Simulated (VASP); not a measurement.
# Cu3Au (Auricupride) (Pm-3m) in VASP: settings compared

The runs below take Cu3Au (Auricupride) through relaxation of cell and atoms, single point, with PBE, LDA.

Everything below comes from runs of VASP 6.6.1. Logs are shortened: lines on timing, memory, paths and dates and some standing lists are left out, and cuts for length are marked.

## 1. Starting point

It takes space group Pm-3m (No. 221, cubic). Conventional cell: a = 3.740 Å, b = 3.740 Å, c = 3.740 Å, α = 90.00°, β = 90.00°, γ = 90.00°. Au (site symmetry m-3m) is surrounded by 12 Cu at 2.64 Å. Cu (site symmetry 4/mmm) has 4 Au at 2.64 Å and 8 Cu at 2.64 Å as nearest neighbours.

## 2. Relaxation of cell and atoms, PBE

INCAR reads:

```
PREC     = Accurate       # precision mode
ENCUT    = 580            # plane-wave cutoff, eV
EDIFF    = 1E-6           # SCF threshold, eV
ISMEAR   = -1             # smearing method
SIGMA    = 0.05           # smearing width, eV
LREAL    = F              # projectors in reciprocal space
LASPH    = T              # aspherical terms in the spheres
NELM     = 80             # most SCF steps
ALGO     = Normal         # electronic algorithm
ISIF     = 3              # what is computed and relaxed
LWAVE    = F              # write WAVECAR
LCHARG   = F              # write CHGCAR
GGA      = PE             # functional
IBRION   = 2              # ionic algorithm
NSW      = 60             # ionic steps
EDIFFG   = -0.01          # ionic threshold
```

KPOINTS reads:

```
regular mesh
0
Gamma
  7 7 7
```

POSCAR reads:

```
Cu3Au
1.0
    3.7400000000      0.0000000000      0.0000000000
    0.0000000000      3.7400000000      0.0000000000
    0.0000000000      0.0000000000      3.7400000000
Au Cu
1 3
Direct
    0.0000000000      0.0000000000      0.0000000000
    0.5000000000      0.5000000000      0.0000000000
    0.5000000000      0.0000000000      0.5000000000
    0.0000000000      0.5000000000      0.5000000000
```

Potentials or basis: VASP PAW PBE potentials, release 54 (Au, Cu).

On the command line:

```sh
$ cat potpaw_PBE.54/Au/POTCAR potpaw_PBE.54/Cu/POTCAR > POTCAR
$ mpirun -np 1 vasp_std > vasp.out
```

OUTCAR:

```text
PREC = Accurate
   ENCUT = 580
   EDIFF = 1E-6
   ISMEAR = -1
   LREAL = F
   LASPH = T
   NELM = 80
   ISIF = 3
   GGA = PE
   IBRION = 2
   NSW = 60
   EDIFFG = -0.01

 ion  position               nearest neighbor table
   1  0.000  0.000  0.000-   2 2.64   3 2.64   4 2.64   3 2.64   4 2.64   2 2.64   4 2.64   4 2.64
                             2 2.64   3 2.64   3 2.64   2 2.64
   2  0.500  0.500  0.000-   1 2.64   3 2.64   4 2.64   3 2.64   4 2.64   1 2.64   3 2.64   3 2.64
                             1 2.64   4 2.64   4 2.64   1 2.64
   3  0.500  0.000  0.500-   1 2.64   2 2.64   4 2.64   1 2.64   2 2.64   2 2.64   4 2.64   2 2.64
                             1 2.64   4 2.64   1 2.64   4 2.64
   4  0.000  0.500  0.500-   1 2.64   2 2.64   3 2.64   1 2.64   2 2.64   1 2.64   3 2.64   1 2.64
                             2 2.64   3 2.64   2 2.64   3 2.64

  LATTYP: Found a simple cubic cell.
 ALAT       =     3.7400000000

  Lattice vectors:

 A1 = (   3.7400000000,   0.0000000000,   0.0000000000)
 A2 = (   0.0000000000,   3.7400000000,   0.0000000000)
 A3 = (   0.0000000000,   0.0000000000,   3.7400000000)

Analysis of symmetry for initial positions (statically):
=====================================================================
 Subroutine PRICEL returns:
 Original cell was already a primitive cell.

 Routine SETGRP: Setting up the symmetry group for a
 simple cubic supercell.

 Subroutine GETGRP returns: Found 48 space group operations
 (whereof 48 operations were pure point group operations)
 out of a pool of 48 trial point group operations.

The static configuration has the point symmetry O_h .

Analysis of symmetry for dynamics (positions and initial velocities):
=====================================================================
 Subroutine PRICEL returns:
 Original cell was already a primitive cell.

 Routine SETGRP: Setting up the symmetry group for a
 simple cubic supercell.

 Subroutine GETGRP returns: Found 48 space group operations
 (whereof 48 operations were pure point group operations)
 out of a pool of 48 trial point group operations.

The dynamic configuration has the point symmetry O_h .

 Subroutine INISYM returns: Found 48 space group operations
 (whereof 48 operations are pure point group operations),
 and found     1 'primitive' translations

----------------------------------------------------------------------------------------

                                     Primitive cell

  volume of cell :      52.3136

  direct lattice vectors                    reciprocal lattice vectors
     3.740000000  0.000000000  0.000000000     0.267379679  0.000000000  0.000000000
     0.000000000  3.740000000  0.000000000     0.000000000  0.267379679  0.000000000
     0.000000000  0.000000000  3.740000000     0.000000000  0.000000000  0.267379679

  length of vectors
     3.740000000  3.740000000  3.740000000     0.267379679  0.267379679  0.267379679

  position of ions in fractional coordinates (direct lattice)
     0.000000000  0.000000000  0.000000000
     0.500000000  0.500000000  0.000000000
     0.500000000  0.000000000  0.500000000
     0.000000000  0.500000000  0.500000000

  ion indices of the primitive-cell ions
   primitive index   ion index
                 1           1
                 2           2
                 3           3
                 4           4

----------------------------------------------------------------------------------------

 KPOINTS: regular mesh

Automatic generation of k-mesh.
 Grid dimensions read from file:
 generate k-points for:    7    7    7

 Generating k-lattice:

  Cartesian coordinates                     Fractional coordinates (reciprocal lattice)
     0.038197097  0.000000000  0.000000000     0.142857143  0.000000000  0.000000000
     0.000000000  0.038197097  0.000000000     0.000000000  0.142857143  0.000000000
     0.000000000  0.000000000  0.038197097     0.000000000  0.000000000  0.142857143

  Length of vectors
     0.038197097  0.038197097  0.038197097

  Shift w.r.t. Gamma in fractional coordinates (k-lattice)
     0.000000000  0.000000000  0.000000000

 Subroutine IBZKPT returns following result:
 ===========================================

 Found     20 irreducible k-points:

 Following reciprocal coordinates:
            Coordinates               Weight
  0.000000  0.000000  0.000000      1.000000
  0.142857  0.000000  0.000000      6.000000
  0.285714  0.000000  0.000000      6.000000
  0.428571  0.000000  0.000000      6.000000
  0.142857  0.142857  0.000000     12.000000
  0.285714  0.142857  0.000000     24.000000
[... 12 lines left out ...]
  0.428571  0.428571  0.285714     24.000000
  0.428571  0.428571  0.428571      8.000000
   k-points           NKPTS =     20   k-points in BZ     NKDIM =     20   number of bands    NBANDS=     26
   number of dos      NEDOS =    301   number of ions     NIONS =      4
   total plane-waves  NPLWV =  27000
   dimension x,y,z NGX =    30 NGY =   30 NGZ =   30
   dimension x,y,z NGXF=    60 NGYF=   60 NGZF=   60
   ions per type =               1   3
   NGX,Y,Z   is equivalent  to a cutoff of  13.34, 13.34, 13.34 a.u.
   NGXF,Y,Z  is equivalent  to a cutoff of  26.67, 26.67, 26.67 a.u.
 SYSTEM =  unknown system
   PREC   = accura    normal or accurate (medium, high low for compatibility)
   ISTART =      0    job   : 0-new  1-cont  2-samecut
   ICHARG =      2    charge: 1-file 2-atom 10-const
   ISPIN  =      1    spin polarized calculation?
   LNONCOLLINEAR =      F non collinear calculations
   LSORBIT =      F    spin-orbit coupling
   LASPH  =      T    aspherical Exc in radial PAW
   ENCUT  =  580.0 eV  42.63 Ry    6.53 a.u.   7.34  7.34  7.34*2*pi/ulx,y,z
   NELM   =     80;   NELMIN=  2; NELMDL= -5     # of ELM steps
   EDIFF  = 0.1E-05   stopping-criterion for ELM
   LREAL  =      F    real-space projection
   EDIFFG = -.1E-01   stopping-criterion for IOM
   NSW    =     60    number of steps for IOM
   IBRION =      2    ionic relax: 0-MD 1-quasi-New 2-CG
   NFREE  =      1    steps in history (QN), initial steepest desc. (CG)
   ISIF   =      3    stress and relaxation
   ISYM   =      2    0-nonsym 1-usesym 2-fastsym
   POTIM  = 0.5000    time-step for ionic-motion
   TEBEG  =    0.0;   TEEND  =   0.0 temperature during run
   PSTRESS=    0.0 pullay stress
   NELECT =      44.0000    total number of electrons
   NUPDOWN=      -1.0000    fix difference up-down
   EMIN   =  10.00;   EMAX   =-10.00  energy-range for DOS
   EFERMI =   0.00;   METHOD = LEGACY
   ISMEAR =    -1;   SIGMA  =   0.05  broadening in eV -4-tet -1-fermi 0-gaus
   EFERMI_NEDOS =   21; number of points for ismear=-14 and -15
   IALGO  =     38    algorithm
   IMIX   =      4    mixing-type and parameters
     AMIX     =   0.40;   BMIX     =  1.00
     AMIX_MAG =   1.60;   BMIX_MAG =  1.00
  volume/ion in A,a.u.               =      13.08        88.26
  Fermi-wavevector in a.u.,A,eV,Ry     =   1.545328  2.920247 32.491255  2.388040
  Thomas-Fermi vector in A             =   2.650723
   LORBIT       =      0    0 simple, 1 ext, 2 COOP (PROOUT), +10 PAW based schemes
   GGA     = PE    functional components
   LHFCALC =     F    Hartree Fock is set to
   AEXX    =    0.0000 exact exchange contribution
   IVDW    =     0    specifies the selected vdW correction
   LEPSILON=     F    determine dielectric tensor
   LRPA    =     F    only Hartree local field effects (RPA)
 conjugate gradient relaxation of ions
 non-spin polarized calculation
  energy-cutoff  :      580.00
  volume of cell :       52.31
 maximum number of plane-waves:      1677
 NGX is ok and might be reduce to    30
   NGX = 15   NGY = 15   NGZ = 15

--------------------------------------- Ionic step        1  -------------------------------------------

 number of electron      44.0000069 magnetization

 Free energy of the ion-electron system (eV)
  ---------------------------------------------------
  ext. energy  EPLUGINS =         0.00000000
  ---------------------------------------------------
  free energy    TOTEN  =       -14.56306294 eV

  energy without entropy =      -14.55068044  energy(sigma->0) =      -14.55687169

------------------------ aborting loop because EDIFF is reached ----------------------------------------

  FORCE on cell =-STRESS in cart. coord.  units (eV):
  Direction    XX          YY          ZZ          XY          YZ          ZX
  --------------------------------------------------------------------------------------
  -------------------------------------------------------------------------------------
  Total        1.7420611      1.7420611      1.7420611      0.0000000      0.0000000      0.0000000
  in kB       53.3530376     53.3530376     53.3530376      0.0000000      0.0000000      0.0000000
  external PRESSURE =      53.3530376 kB  Pullay stress =       0.0000000 kB
[... 61 lines left out ...]
  energy  without entropy=      -14.5613304899  energy(sigma->0) =      -14.56725980

--------------------------------------- Ionic step        3  -------------------------------------------

 number of electron      44.0000001 magnetization

 Free energy of the ion-electron system (eV)
  ---------------------------------------------------
  ext. energy  EPLUGINS =         0.00000000
  ---------------------------------------------------
  free energy    TOTEN  =       -14.59168588 eV

  energy without entropy =      -14.57971275  energy(sigma->0) =      -14.58569932

 E-fermi :   7.8183     XC(G=0): -12.5384

 val. band max:        7.8149238951   @ k =   0.2857   0.2857   0.0000
 cond. band min:       7.9560423793   @ k =   0.1429   0.0000   0.0000
 fundamental gap:      0.1411184841
 Fermi energy:         7.8183102697

 k-point     1 :       0.0000    0.0000    0.0000
  band No.  band energies     occupation
      1      -1.5087      2.00000
      2       1.7069      2.00000
      3       1.7069      2.00000
      4       2.4971      2.00000
      5       2.4971      2.00000
      6       2.4971      2.00000
[... 600 lines left out ...]
  FREE ENERGIE OF THE ION-ELECTRON SYSTEM (eV)
  ---------------------------------------------------
  free  energy   TOTEN  =       -14.5916858833 eV

  energy  without entropy=      -14.5797127480  energy(sigma->0) =      -14.58569932

 reached required accuracy - stopping structural energy minimisation
```

Run time: 78 s. Hardware: 1 thread of Intel Xeon Platinum 8488C (Sapphire Rapids), shared host; peak memory 0.19 GiB.

What came out:

```yaml
Free_energy: -14.5917 eV
Relaxed_volume: 13.53 Å³/atom
Relaxed_cell: a = 3.783 Å, b = 3.783 Å, c = 3.783 Å, α = 90.00°, β = 90.00°, γ = 90.00°
Space_group_after_relaxing_to_0.05_Å: Pm-3m (No. 221)
Energy_gained_by_relaxing: 7.2 meV/atom
Ionic_steps: 3
Pressure_after_relaxing: 0.1 GPa
Band_gap_on_the_k_mesh: none (metal or under the smearing width)
```

The path:
| step | energy change (eV) | largest force (eV/Å) | pressure (GPa) | volume (Å³) |
| --- | --- | --- | --- | --- |
| 1 | 0.0000 | 0.0000 | 5.34 | 52.31 |
| 2 | -0.0101 | 0.0000 | -3.81 | 55.68 |
| 3 | -0.0286 | 0.0000 | 0.08 | 54.13 |

Final structure:
```
Au Cu
1.0
     3.78281    0.00000    0.00000
     0.00000    3.78281    0.00000
     0.00000    0.00000    3.78281
Au Cu
1 3
Direct
  0.00000 0.00000 0.00000
  0.50000 0.50000 0.00000
  0.50000 0.00000 0.50000
  0.00000 0.50000 0.50000
```

Spin-orbit coupling is left out, which matters for the levels of Au. PBE usually gives volumes a little too large and moduli too small.

## 3. Single point, PBE

INCAR reads:

```
SYSTEM = Cu3Au
PREC     = Accurate       ! precision mode
ENCUT    = 520            ! plane-wave cutoff, eV
EDIFF    = 1E-6           ! SCF threshold, eV
ISMEAR   = 0              ! smearing method
SIGMA    = 0.012          ! smearing width, eV
LREAL    = .False.        ! projectors in reciprocal space
LASPH    = .True.         ! aspherical terms in the spheres
NELM     = 100            ! most SCF steps
ALGO     = Normal         ! electronic algorithm
ISIF     = 2              ! what is computed and relaxed
LWAVE    = .False.        ! write WAVECAR
LCHARG   = .False.        ! write CHGCAR
GGA      = PE             ! functional
```

KPOINTS reads:

```
regular mesh
0
Gamma
  7 7 7
  0 0 0
```

POSCAR is that of step 2.

Potentials or basis: VASP PAW PBE potentials, release 64 (Au, Cu).

On the command line:

```sh
$ cat potpaw_PBE.64/Au/POTCAR potpaw_PBE.64/Cu/POTCAR > POTCAR
$ mpirun -np 1 vasp_std > vasp.out
```

OUTCAR:

```text
SYSTEM = Cu3Au
   PREC = Accurate
   ENCUT = 520
   EDIFF = 1E-6
   ISMEAR = 0
   LREAL = .False.
   LASPH = .True.
   NELM = 100
   ISIF = 2
   GGA = PE

 ion  position               nearest neighbor table
   1  0.000  0.000  0.000-   2 2.64   3 2.64   4 2.64   3 2.64   4 2.64   2 2.64   4 2.64   4 2.64
                             2 2.64   3 2.64   3 2.64   2 2.64
   2  0.500  0.500  0.000-   1 2.64   3 2.64   4 2.64   3 2.64   4 2.64   1 2.64   3 2.64   3 2.64
                             1 2.64   4 2.64   4 2.64   1 2.64
   3  0.500  0.000  0.500-   1 2.64   2 2.64   4 2.64   1 2.64   2 2.64   2 2.64   4 2.64   2 2.64
                             1 2.64   4 2.64   1 2.64   4 2.64
   4  0.000  0.500  0.500-   1 2.64   2 2.64   3 2.64   1 2.64   2 2.64   1 2.64   3 2.64   1 2.64
[... 779 lines left out ...]
  Total        1.7412401      1.7412401      1.7412401      0.0000000     -0.0000000     -0.0000000
  in kB       53.3278929     53.3278929     53.3278929      0.0000000     -0.0000000     -0.0000000
  external PRESSURE =      53.3278929 kB  Pullay stress =       0.0000000 kB

 VOLUME and BASIS-vectors are now :
 -----------------------------------------------------------------------------
  energy-cutoff  :      520.00
  volume of cell :       52.31
      direct lattice vectors                 reciprocal lattice vectors
     3.740000000  0.000000000  0.000000000     0.267379679  0.000000000  0.000000000
     0.000000000  3.740000000  0.000000000     0.000000000  0.267379679  0.000000000
     0.000000000  0.000000000  3.740000000     0.000000000  0.000000000  0.267379679

 POSITION                                       TOTAL-FORCE (eV/Angst)
 -----------------------------------------------------------------------------------
      0.00000      0.00000      0.00000         0.000000      0.000000      0.000000
      1.87000      1.87000      0.00000         0.000000      0.000000      0.000000
      1.87000      0.00000      1.87000         0.000000      0.000000      0.000000
      0.00000      1.87000      1.87000         0.000000      0.000000      0.000000
 -----------------------------------------------------------------------------------
    total drift:                                0.000000      0.000000      0.000000

  FREE ENERGIE OF THE ION-ELECTRON SYSTEM (eV)
  ---------------------------------------------------
  free  energy   TOTEN  =       -14.5537795171 eV

  energy  without entropy=      -14.5532619488  energy(sigma->0) =      -14.55352073
```

OSZICAR:

```text
N       E                     dE             d eps       ncg     rms          rms(c)
DAV:   1     0.361244549829E+03    0.36124E+03   -0.20824E+04  1064   0.275E+03
DAV:   2     0.174775325540E+02   -0.34377E+03   -0.33456E+03  1042   0.453E+02
DAV:   3    -0.162032097054E+02   -0.33681E+02   -0.32549E+02  1274   0.182E+02
DAV:   4    -0.172118520786E+02   -0.10086E+01   -0.10013E+01  1428   0.351E+01
DAV:   5    -0.172236502808E+02   -0.11798E-01   -0.11797E-01  1536   0.325E+00    0.158E+01
DAV:   6    -0.156732757462E+02    0.15504E+01   -0.26378E+01  1154   0.118E+02    0.731E+00
DAV:   7    -0.145967071809E+02    0.10766E+01   -0.69981E+00  1284   0.869E+01    0.509E+00
DAV:   8    -0.145825569621E+02    0.14150E-01   -0.46435E-01  1504   0.876E+00    0.335E+00
DAV:   9    -0.145879586941E+02   -0.54017E-02   -0.33572E-01  1612   0.141E+01    0.216E+00
DAV:  10    -0.145534860159E+02    0.34473E-01   -0.17488E-01  1680   0.113E+01    0.292E-01
DAV:  11    -0.145538930526E+02   -0.40704E-03   -0.13133E-02  1562   0.176E+00    0.198E-01
DAV:  12    -0.145537885600E+02    0.10449E-03   -0.48668E-04  1536   0.281E-01    0.512E-02
DAV:  13    -0.145537804742E+02    0.80857E-05   -0.10868E-04  1408   0.103E-01    0.368E-03
DAV:  14    -0.145537795171E+02    0.95714E-06   -0.50891E-06   912   0.299E-02
   1 F= -.14553780E+02 E0= -.14553521E+02  d E =-.517568E-03
```

stdout:

```text
POSCAR found type information on POSCAR AuCu
 POSCAR found :  2 types and       4 ions
 scaLAPACK will be used
 LDA part: xc-table for (Slater+PW92), standard interpolation
 POSCAR, INCAR and KPOINTS ok, starting setup
 FFT: planning ... GRIDC
 FFT: planning ... GRID_SOFT
 FFT: planning ... GRID
 WAVECAR not read
 entering main loop
```

Wall time 34 s (1 thread of AMD EPYC 7R43 (Zen 3), shared host); peak memory 0.13 GiB.

Results:

| Item | Value |
| --- | --- |
| Free energy | -14.5538 eV |
| Pressure | 5.3 GPa |
| Band gap on the k mesh | none (metal or under the smearing width) |

## 4. Single point, PBE

INCAR reads:

```
ALGO = Normal
EDIFF = 1E-6
ENCUT = 520
GGA = PE
ISIF = 2
ISMEAR = 0
LASPH = True
LCHARG = False
LREAL = False
LWAVE = False
NBANDS = 30
NELM = 80
PREC = Accurate
SIGMA = 0.011
```

KPOINTS reads:

```
k-points
0
Gamma
  7 7 7
```

POSCAR is that of step 3.

On the command line:

```sh
$ cat potpaw_PBE.64/Au/POTCAR potpaw_PBE.64/Cu/POTCAR > POTCAR
$ mpirun -np 1 vasp_std > vasp.out
```

Run time: 39 s. Hardware: 1 thread of Intel Xeon Platinum 8375C at 2.90GHz (Ice Lake), shared host; peak memory 0.17 GiB.

The run converged. Its results:

```
Free energy            : -14.5537 eV
Pressure               : 5.3 GPa
Band gap on the k mesh : none (metal or under the smearing width)
```

Levels at points of the mesh, in eV from the Fermi level:
```tsv
k point	band 19	band 20	band 21	band 22	band 23	band 24	band 25	band 26
(0.00, 0.00, 0.00)	-1.30	-1.30	-1.30	1.35	1.35	1.35	6.11	7.69
```

(Part 1 of 2 ends here.)
